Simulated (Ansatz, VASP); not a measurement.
**Al35InN36 (In_Al) in two plane-wave programs**

Wanted: the spread between two codes on one cell, functional and k mesh. The cell is taken from a series of runs on this material, whose earlier steps may have relaxed, scaled, displaced or heated it; both programs get it as it stands.

Program: Ansatz 0.2.0. Level of theory: plane waves, with VASP 6.6.1 beside it; single point at r2SCAN. Results are calculated unless marked as measured.

### Step 1. Set-up

The cell holds 72 atoms: 35 Al, 36 N and 1 In. Cell: a = 9.320 Å, b = 9.320 Å, c = 9.956 Å, α = 90.0°, β = 90.0°, γ = 120.0°. It derives from AlN (AlN (P6_3mc)). Nearest the centre at fractional (0.444, 0.556, 0.500): In72 at 0.00 Å, N52 at 2.08 Å, N56 at 2.08 Å, N40 at 2.08 Å, N55 at 2.11 Å, N53 at 3.06 Å, Al20 at 3.12 Å, Al5 at 3.12 Å.

Structure file:

```
Al N In
1.0
     9.31957    0.00000    0.00000
    -4.65978    8.07098    0.00000
     0.00000    0.00000    9.95648
Al N In
35 36 1
Cartesian
  1.5592 0.8903 2.4810
  -0.0145 1.7641 4.9713
  1.5593 0.8919 7.4573
  0.0040 1.7757 9.9514
  -0.0212 3.5657 2.4407
  -1.5786 4.4721 4.9705
  -0.0143 3.5704 7.5160
  -1.5606 4.4848 9.9518
  -1.5484 6.2733 2.4812
  -3.1002 7.1691 4.9682
  -1.5469 6.2723 7.4570
  -3.1009 7.1697 9.9491
  4.6637 0.8915 2.4833
  3.1307 1.7679 4.9703
  4.6677 0.8937 7.4576
  3.1131 1.7761 9.9514
  3.1379 3.5675 2.4417
  3.1315 3.5711 7.5152
  1.5583 4.4796 9.9524
  1.5602 6.3044 2.4407
  -0.0038 7.2000 4.9703
  1.5591 6.2959 7.5161
  -0.0057 7.1779 9.9517
  7.7733 0.8912 2.4827
  6.2179 1.7892 4.9627
  7.7695 0.8936 7.4588
  6.2180 1.7893 9.9488
  6.2184 3.5842 2.4836
  4.6928 4.4737 4.9703
  6.2184 3.5798 7.4575
  4.6771 4.4846 9.9516
  4.6670 6.2733 2.4810
  3.1236 7.1994 4.9715
  4.6657 6.2723 7.4578
  3.1229 7.1777 9.9511
  1.5568 0.8957 4.3834
  0.0092 1.7696 1.8777
  1.5563 0.8906 9.3515
  0.0078 1.7917 6.8728
  -0.1532 3.4892 4.3098
  -1.5597 4.4873 1.8783
  -0.0116 3.5755 9.4003
  -1.5412 4.4750 6.8715
  -1.5465 6.2720 4.3836
  -3.0981 7.1680 1.8919
  -1.5524 6.2757 9.3511
  -3.0981 7.1679 6.8640
  4.6638 0.8957 4.3771
  3.1132 1.7705 1.8781
  4.6649 0.8950 9.3505
  3.1144 1.7925 6.8717
  3.2594 3.4974 4.3104
  1.5606 4.4781 1.9108
  3.1234 3.5760 9.3995
  1.5605 4.4781 7.0815
  1.5603 6.4569 4.3096
  -0.0072 7.1760 1.8786
  1.5562 6.2912 9.4003
  0.0124 7.1662 6.8714
  7.7662 0.8953 4.3754
  6.2208 1.7878 1.8905
  7.7670 0.8949 9.3510
  6.2210 1.7875 6.8629
  6.2147 3.5821 4.3773
  4.6818 4.4872 1.8782
  6.2158 3.5814 9.3503
  4.6634 4.4756 6.8717
  4.6611 6.2728 4.3832
  3.1306 7.1760 1.8775
  4.6655 6.2755 9.3515
  3.1108 7.1664 6.8729
  1.5520 4.4834 4.9729
```

### Step 2. Ansatz: single point, r2SCAN

Ansatz runs on its PAW soft_1 files.

With cell and atoms fixed, the geometry can't cause a difference; cores, projectors, grids and the points listed under the comparison can.

The input, input.yaml:

```yaml
crystal:
  checkpoint: "../q0.relax.run"
  host: checkpoint
basis:
  ecutwfc: 500
  xc_grid: 2
hamiltonian:
  xc: r2scan
  pseudopotentials: { kind: paw, azcp: { folder: soft_1 } }
kpoints:
  mp_grid: { grid: [2, 2, 2], shift: [0.5, 0.5, 0.5] }
scf:
  occupations: { method: fermi_dirac, width: 0.01 }
  max_iter: 60
output:
  forces: true
  eigenvalues: true
  charged_corrections:
    epsilon: [4.49, 4.49, 4.72]
    static_epsilon: [8.15, 8.15, 9.65]
    defect_position: [0.444444, 0.555556, 0.499602]
  eigenstates: { localisation: true }
  populations: true
  band_densities: [{ bands: [v1, v1] }, { bands: [c1, c1] }]
  write_density: true
  write_potential: true
  volumetric_format: npy
checkpoint:
  read: "../q0.relax.run"
  write: "../q0.point.run"
  compress: false
  write_wavefunctions: false
  write_every: 100000
```

Started as:

```console
$ ansatz run input.yaml --threads 4 --pin off --max-ram 7536MiB --backend cpu --events-out ev --progress --plain --runs-dir out
```

Numbers of over 12 decimals in the logs are rounded to 6 here.

The program printed:

```text
crystal.checkpoint: the structure is that of <dir>, a `relax` run, at its step 5: its result, under r2scan at a charge of 0 e; 72 atoms read, 0 with a starting moment; crystal.structure_sha256 for this input is
Engine: ansatz 0.2.0, aarch64-unknown-linux-gnu
Pseudopotentials: kind: paw
Pseudopotential: Al, paw, valence charge 3, recommended cutoff 500 eV (meta_gga), soft_1/Al.paw.azcp
Pseudopotential: N, paw, valence charge 5, recommended cutoff 500 eV (meta_gga), soft_1/N.paw.azcp
Pseudopotential: In, paw, valence charge 13, recommended cutoff 500 eV (meta_gga), soft_1/In.paw.azcp
Functional definition: r2SCAN
  parameter k0 = 0.174
  parameter k1 = 0.065
  parameter a1 = 4.9479
  exchange = r2scan_x(k0 = k0, k1 = k1, a1 = a1)
  correlation = r2scan_c
Crystal: 72 atoms, lattice volume = 748.907 Å³
Basis set: ecut = 500 eV, 18913 PW (Γ), exchange–correlation on 144×144×150 points (8 copies of the dense FFT grid, shifted against one another)
Bands: 221, of which v1, the nominal top of the filled ones, is band 149 counted from 1 (148 counted from 0)
Symmetry: 1 space group operations
Space group: P1 (ITA 1), of the structure as read, at distance tolerance 9.1e-5 Å
k-points: 4 of 8 (time reversal used)
Non-local potential: Al, projectors of the file, l = 0: 2, l = 1: 2, l = 2: 1
Non-local potential: N, projectors of the file, l = 0: 2, l = 1: 2, l = 2: 1
Non-local potential: In, projectors of the file, l = 0: 2, l = 1: 2, l = 2: 2, l = 3: 1
PAW form: soft (Blöchl's): semilocal exchange-correlation on the pseudo side does not see the compensation charge
PAW frozen core: Al, regenerated for the run's functional (the file was generated under x = pbe(κ = 0.804, μ = 0.219515), c = pbe(β = 0.066725))
PAW frozen core: N, regenerated for the run's functional (the file was generated under x = pbe(κ = 0.804, μ = 0.219515), c = pbe(β = 0.066725))
PAW frozen core: In, regenerated for the run's functional (the file was generated under x = pbe(κ = 0.804, μ = 0.219515), c = pbe(β = 0.066725))
PAW one-centre angular grid: Al, 302 points (default); XC on 160 Gauss nodes
PAW one-centre angular grid: N, 302 points (default); XC on 160 Gauss nodes
PAW one-centre angular grid: In, 590 points (default); XC on 160 Gauss nodes
Initial density: read from a saved state, or passed on in memory by an earlier SCF of this step, an earlier step, the calling program or the single point that the run made first
Initial wavefunctions: pseudopotential atomic-orbital guess — the wavefunctions supplied were not used: k-point sampling differs
Functional: x = r2scan, c = r2scan; τ floored in thin density (d = 2e-4 eV/Å³)
iter 1 solved again at ethr=4.64e-6 eV; its pass at ethr=3.10e-3 eV (dr2=1.38e-2 eV) is discarded
SCF iter   1: F=—  HF=-38493.180868 eV  |F-HF|=—  |Δ(HF+E_count)|=         —  Δρ=1.59e-3  dr2=1.22e-2  dr2_τ=9.53e-4  ethr=4.64e-6  ⟨swp⟩=8.5  Hψ=6403  notcnv=0
preconditioner: auto → Resta (q_TF=auto, 2.340 Å⁻¹)  ε∞=3.6  [insulator: Δε(μ)=5.370 eV  Ē_g=14.422 eV  σ=0.010 eV  W_gap=1.00  n_scr=162 (ndim 8)  ℏωp=23.4 eV  f_vac=0.000  D(μ)=0.00/eV (n_scr^D=0)  ε∞_Penn≈3.6]
SCF iter   2: F=—  HF=-38493.180043 eV  |F-HF|=—  |Δ(HF+E_count)|=   8.25e-4  Δρ=7.72e-4  dr2=1.88e-3  dr2_τ=2.21e-4  ethr=4.10e-6  ⟨swp⟩=2.0  Hψ=1580  notcnv=0
SCF iter   3: F=—  HF=-38493.180624 eV  |F-HF|=—  |Δ(HF+E_count)|=   5.81e-4  Δρ=2.89e-4  dr2=3.44e-4  dr2_τ=2.33e-5  ethr=6.29e-7  ⟨swp⟩=1.0  Hψ=884  notcnv=0
SCF iter   4: F=—  HF=-38493.180749 eV  |F-HF|=—  |Δ(HF+E_count)|=   1.25e-4  Δρ=3.49e-5  dr2=6.71e-6  dr2_τ=4.28e-7  ethr=1.15e-7  ⟨swp⟩=2.0  Hψ=1480  notcnv=0
SCF iter   5: F=—  HF=-38493.180264 eV  |F-HF|=—  |Δ(HF+E_count)|=   4.85e-4  Δρ=1.54e-5  dr2=1.71e-6  dr2_τ=2.75e-7  ethr=2.25e-9  ⟨swp⟩=2.0  Hψ=1473  notcnv=0
SCF iter   6: F=-38493.180263 eV  HF=-38493.180263 eV  |F-HF|=1.53e-8  |Δ(HF+E_count)|=   3.40e-7  Δρ=2.95e-6  dr2=4.62e-8  dr2_τ=4.96e-9  ethr=3.36e-11  ⟨swp⟩=8.8  Hψ=5673  notcnv=0
SCF 1 converged in 6 iterations: F = -38493.180263 eV  dr2 = 4.62e-8
  greatest PAW one-centre occupation: 0.984 electrons in one spin orbital (limit 2), on the In atom at site 33 (counted from 0), in its partial waves of l = 2
SCF converged after 6 iterations
Free energy (F): -38493.180263 eV
Harris-Foulkes:  -38493.180263 eV  (|F-HF|=1.53e-8)
Internal energy: -38493.180263 eV  (E = F + TS)
E sigma→0 (E₀):  -38493.180263 eV
Fermi energy:    9.706924 eV
--- Per-component energies (eV) ---
  E_band       = 421.219498
  E_kinetic    = 5891.145056
  E_local      = -8977.517086  (includes V_loc(G=0)·N_el)
  E_nonlocal   = 1891.636201
  E_hartree    = 3436.155603
  E_xc         = -3566.548623
  E_vxc        = -4311.329143  (∫ρ·V_xc dr)
  E_paw        = -25544.983052  (= ΣΔE_a)
  E_vpaw       = -1176.380981  (= ΣTr[D̂ρ^β])
  E_aug_tail   = 0.000266  (compensation charges beyond the density's cutoff)
[...]
k-point 1: bands = [... 145 lower, 6.7745, 6.8469, 6.9017, 7.0052, 12.7288, 13.0652, 13.1317, 13.3351, ... 68 higher]
  k-point 2: bands = [... 145 lower, 6.7712, 6.7813, 7.0118, 7.0224, 12.3888, 12.9481, 13.1416, 13.2361, ... 68 higher]
  k-point 3: bands = [... 145 lower, 6.7765, 6.7810, 7.0183, 7.0201, 12.3852, 12.9394, 13.2282, 13.2286, ... 68 higher]
--- Löwdin populations: 72 sites ---
  site symbol       q [e]
     0     Al      1.8617
     1     Al      1.8644
     2      N      6.0647
     3      N      6.0736
     4     Al      1.8647
     5     Al      1.8628
     6      N      6.0689
     7      N      6.0654
     8     Al      1.8603
     9     Al      1.8648
    10      N      6.0413
    11      N      6.0734
    12     Al      1.8643
    13     Al      1.8628
    14      N      6.0729
    15      N      6.0653
    16     Al      1.8620
    17     Al      1.8690
    18      N      6.0644
    19      N      6.0687
    20     Al      1.8647
    21     Al      1.8640
    22      N      6.0688
    23      N      6.0682
[...]
64     Al      1.8617
    65     Al      1.8644
    66      N      6.0647
    67      N      6.0736
    68     Al      1.8647
    69     Al      1.8628
    70      N      6.0689
    71      N      6.0653
  spilling = 0.008125 (of n_electrons = 298.000000)
--- Band densities, each state counted as filled ---
  window                                       electrons  max residual (eV)  cut levels
  bands: [v1, v1]                               2.000000             1.8e-9           0
  bands: [c1, c1]                               2.000000             1.2e-4           0
```

### Step 3. VASP: single point, r2SCAN

The same cell, functional, mesh and smearing now go to VASP, with its own data sets.

Lines of VASP's logs that name or quote its potential files are left out, and so is its time.

The input, INCAR:

```
SYSTEM = Al35InN36
PREC = Accurate
ENCUT = 580
EDIFF = 1E-06
NELM = 120
ISMEAR = -1
SIGMA = 0.01
LREAL = Auto
ALGO = Normal
METAGGA = R2SCAN
LASPH = .TRUE.
NBANDS = 200
LORBIT = 11
LWAVE = .FALSE.
LCHARG = .FALSE.
ISIF = 2
ISYM = 0
GGA_COMPAT = .FALSE.
EFERMI = MIDGAP
LMIXTAU = .TRUE.
KPAR = 4
```

The input, POSCAR:

```
Al35InN36
1.0
    9.3195655359      0.0000000860      0.0000000000
   -4.6597828424      8.0709804634      0.0000000000
    0.0000000000      0.0000000000      9.9564777190
Al N In
35 36 1
Direct
    0.2224590733      0.1103096662      0.2491875007
    0.1077360889      0.2185737733      0.4992994047
    0.2225676861      0.1105128423      0.7489918548
    0.1104360314      0.2200103203      0.9994907691
    0.2186278249      0.4417956886      0.2451411077
    0.1076589681      0.5540937267      0.4992217450
    0.2196559865      0.4423788827      0.7548867826
    0.1103842654      0.5556686742      0.9995255665
    0.2224884767      0.7772607563      0.2492055856
    0.1114773720      0.8882583976      0.4989882384
    0.2225866544      0.7771444682      0.7489576887
    0.1114327400      0.8883326494      0.9992639099
    0.5556459431      0.1104553231      0.2494117864
    0.4454510431      0.2190400421      0.4992054229
    0.5562188619      0.1107282218      0.7490214257
    0.4440684622      0.2200557342      0.9994885649
    0.5577081413      0.4420108375      0.2452396226
    0.5572468878      0.4424632854      0.7548002869
    0.4447194127      0.5550214476      0.9995898062
    0.5579683587      0.7811223653      0.2451363981
    0.4456371008      0.8920791770      0.4991992994
    0.5573251938      0.7800606045      0.7548971453
    0.4440656058      0.8893495290      0.9995250851
    0.8892936683      0.1104204050      0.2493575349
    0.7780289906      0.2216838775      0.4984378425
    0.8890343407      0.1107178476      0.7491420165
    0.7780483101      0.2216905103      0.9992240878
    0.8892832248      0.4440845109      0.2494503960
    0.7806881557      0.5542978378      0.4992011540
    0.8890102752      0.4435358928      0.7490132735
    0.7796771259      0.5556402909      0.9995096495
    0.8894104404      0.7772700963      0.2491852161
    0.7811754237      0.8920141812      0.4993231901
    0.8892062692      0.7771437655      0.7490380921
    0.7797559542      0.8893248005      0.9994556364
    0.2225327983      0.1109787603      0.4402580739
    0.1106120962      0.2192485754      0.1885934237
    0.2221723959      0.1103497089      0.9392394450
    0.1118321207      0.2219948688      0.6902809953
    0.1997169523      0.4323121298      0.4328591478
    0.1106345662      0.5559783787      0.1886530048
    0.2202573196      0.4430085028      0.9441412702
    0.1118515175      0.5544512284      0.6901577946
    0.2226146995      0.7771065825      0.4402808695
    0.1116305290      0.8881187692      0.1900152773
    0.2221998132      0.7775585111      0.9391995397
    0.1116264781      0.8881102774      0.6894042543
    0.5559160395      0.1109782108      0.4396251613
    0.4437318017      0.2193636650      0.1886281455
    0.5559926231      0.1108896627      0.9391373187
    0.4452234099      0.2220940411      0.6901717565
    0.5664065021      0.4333320717      0.4329200347
    0.4448706273      0.5548361879      0.1919184523
    0.5566791964      0.4430654829      0.9440591024
    0.4448644375      0.5548385747      0.7112467046
    0.5674310081      0.8000145618      0.4328433106
    0.4437801797      0.8891126179      0.1886788378
    0.5567231494      0.7794794471      0.9441387192
    0.4452815199      0.8878926129      0.6901477637
    0.8887842451      0.1109271099      0.4394509752
    0.7782497811      0.2215108045      0.1898809593
    0.8888527330      0.1108809005      0.9391865334
    0.7782630855      0.2214749470      0.6892890050
    0.8887517534      0.4438194490      0.4396412653
    0.7803519212      0.5559701587      0.1886403689
    0.8888333352      0.4437375545      0.9391219350
    0.7776511255      0.5545244270      0.6901688817
    0.8887390029      0.7772027418      0.4402328363
    0.7804756728      0.8891099197      0.1885747646
    0.8893777126      0.7775341978      0.9392427035
    0.7777585250      0.8879251541      0.6902981345
    0.4442755579      0.5554908592      0.4994622075
```

The input, KPOINTS:

```
Points of the shifted mesh
8
Reciprocal
 0.2500000000  0.2500000000  0.2500000000 1
 0.2500000000  0.2500000000  0.7500000000 1
 0.2500000000  0.7500000000  0.2500000000 1
 0.2500000000  0.7500000000  0.7500000000 1
 0.7500000000  0.2500000000  0.2500000000 1
 0.7500000000  0.2500000000  0.7500000000 1
 0.7500000000  0.7500000000  0.2500000000 1
 0.7500000000  0.7500000000  0.7500000000 1
```

PAW data sets: Al, N and In_d (PBE family, release 64).

Started as:

```console
$ mpirun -np 8 vasp_std
```

The program printed:

```text
[banner, memory and clock lines left out]
running    8 mpi-ranks, on    1 nodes
[...]
|                                                                             |
|           W    W    AA    RRRRR   N    N  II  N    N   GGGG   !!!           |
|           W    W   A  A   R    R  NN   N  II  NN   N  G    G  !!!           |
|           W    W  A    A  R    R  N N  N  II  N N  N  G       !!!           |
|           W WW W  AAAAAA  RRRRR   N  N N  II  N  N N  G  GGG   !            |
|           WW  WW  A    A  R   R   N   NN  II  N   NN  G    G                |
|           W    W  A    A  R    R  N    N  II  N    N   GGGG   !!!           |
|                                                                             |
|     For optimal performance we recommend to set                             |
|       NCORE = 2 up to number-of-cores-per-socket                            |
|     NCORE specifies how many cores store one orbital (NPAR=cpu/NCORE).      |
|     This setting can greatly improve the performance of VASP for DFT.       |
[...]
|               ----> ADVICE to this user running VASP <----                  |
|                                                                             |
|     You enforced a specific xc type in the INCAR file but a different       |
|     [... a line on the potential file left out ...]
|     I HOPE YOU KNOW WHAT YOU ARE DOING!                                     |
|                                                                             |

 LDA part: xc-table for (None), standard interpolation
 POSCAR, INCAR and KPOINTS ok, starting setup
[...]
entering main loop
       N       E                     dE             d eps       ncg     rms          rms(c)
DAV:   1     0.162569581858E+04    0.16257E+04   -0.14970E+05  3200   0.157E+03
DAV:   2    -0.586143302121E+03   -0.22118E+04   -0.20677E+04  3856   0.342E+02
DAV:   3    -0.850877588375E+03   -0.26473E+03   -0.25949E+03  3792   0.130E+02
DAV:   4    -0.862749071126E+03   -0.11871E+02   -0.11804E+02  4216   0.319E+01
[...]
DAV:  21    -0.704202066792E+03   -0.17544E-04   -0.32634E-05  3392   0.210E-02    0.626E-03
DAV:  22    -0.704202084848E+03   -0.18056E-04   -0.78112E-06  3320   0.969E-03    0.730E-03
DAV:  23    -0.704202085342E+03   -0.49434E-06   -0.35593E-07  1984   0.209E-03
   1 F= -.70420209E+03 E0= -.70420209E+03  d E =0.000000E+00
```

Parts of OUTCAR (step 3):

```text
 POSITION                                       TOTAL-FORCE (eV/Angst)
 -----------------------------------------------------------------------------------
      1.55920      0.89031      2.48103         0.024077     -0.017205     -0.026952
     -0.01445      1.76410      4.97126        -0.045925      0.004576     -0.026027
      1.55927      0.89195      7.45732         0.027331     -0.016708     -0.017192
      0.00402      1.77570      9.95141        -0.031560      0.011701     -0.024825
     -0.02116      3.56572      2.44074         0.019542     -0.019390     -0.009722
     -1.57862      4.47208      4.97049        -0.025770      0.008565     -0.027353
     -0.01429      3.57043      7.51601         0.031067     -0.009834     -0.008250
     -1.56056      4.48479      9.95175        -0.029514      0.016320     -0.027346
     -1.54837      6.27326      2.48121         0.030086     -0.018183     -0.027745
     -3.10017      7.16912      4.96817        -0.027110      0.012783     -0.020709
     -1.54691      6.27232      7.45698         0.030338     -0.015776     -0.018263
     -3.10093      7.16972      9.94915        -0.028809      0.013260     -0.023658
      4.66368      0.89148      2.48326         0.029777     -0.014959     -0.019700
      3.13073      1.76787      4.97033        -0.021467      0.025003     -0.024770
[...]
-----------------------------------------------------------------------------------
    total drift:                               -0.008203     -0.000628     -0.379647

  FREE ENERGIE OF THE ION-ELECTRON SYSTEM (eV)
  ---------------------------------------------------
  free  energy   TOTEN  =      -704.2020853424 eV

  energy  without entropy=     -704.2020853424  energy(sigma->0) =     -704.20208534
```

The run ends at a pressure of 2.34 GPa, with forces up to 0.11 eV/Å.

### Step 4. Side by side

Known differences besides the potentials themselves: VASP keeps PBE cores, Ansatz makes them for the functional; the cutoff is 500 eV in Ansatz and 580 eV in VASP (PREC = Accurate, projectors in real space). Total energies have different zeros and are not compared.

Compared:

```csv
quantity,Ansatz,VASP,difference
gap on the k mesh (eV),5.363,5.399,-0.036
```

Forces on 8 of the 72 atoms, those with the largest forces and the largest differences (eV/Å; atoms numbered as in POSCAR):

```csv
atom,"Ansatz x, y, z","VASP x, y, z"
N40,"0.028, 0.050, -0.014","-0.002, 0.033, -0.023"
N44,"0.052, -0.029, 0.021","0.053, -0.030, 0.022"
N52,"0.065, -0.039, 0.012","0.097, -0.058, 0.004"
N53,"-0.043, 0.029, 0.024","-0.043, 0.029, 0.025"
N54,"0.043, -0.026, 0.028","0.045, -0.027, 0.032"
N55,"-0.046, 0.029, 0.055","-0.046, 0.029, 0.096"
N56,"-0.029, -0.046, -0.011","-0.030, -0.011, -0.020"
N60,"0.075, -0.040, 0.057","0.076, -0.041, 0.058"
```

The forces differ by 5.4 meV/Å r.m.s., which is 18.9 % of the r.m.s. force of 0.029 eV/Å (both taken over all components). A gap on the mesh is an upper bound, since the band edges may lie between its points.

### Step 5. What came out

```json
{"difference in gap on the k mesh (single point, r2SCAN)": "-0.036 eV"}
```

**Reading.** The difference in gap on the k mesh is -0.036 eV (single point, r2SCAN), within the 0.08 eV picked in this series as the mark of a large difference. Such differences can come from data sets, numerical settings and the points named under the comparisons, not from the functional's error against experiment.

[Lines on the potential files, build, host, timing and source positions are cut from VASP's logs without a mark.]

[Logs are printed without paths, hosts, clocks, repeated set-up lines and the standing remarks that a program may print on its own settings, such as how far it seeks lower states.]

[Hosts, paths, dates, database ids (printed as entryN), source tags and the programs' standing remarks are cut or masked in the printed files.]
